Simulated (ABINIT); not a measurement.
InAs in ABINIT: the effect of functional

The system is InAs.

```
In As
1.0
     0.00000    2.87730    2.87730
     2.87730    0.00000    2.87730
     2.87730    2.87730    0.00000
In As
1 1
Direct
  0.50000 0.50000 0.50000
  0.00000 0.00000 0.00000
```

Measurements of this composition are mostly on another form, of space group No. 216.

Alike in all runs:

- Program: ABINIT 10.8.3 (patched build)
- Task: band structure
- Potentials or basis: JTH PAW PBE v2.0
- Cutoff: 707 eV
- k mesh: 8 × 8 × 8
- Occupations: fermi-dirac, width 0.05 eV
- Spin: no spin polarisation

```tsv
functional	pressure (GPa)
LDA	-5.3
PBEsol	-3.6
BLYP	?
AM05	-3.5
r2SCAN	-2.5
SCAN	-2.7
```

What does the run with functional BLYP give?

Pressure 4.2 GPa.

Caveats: the PAW data sets were made with another functional, which shifts forces and pressure a little.
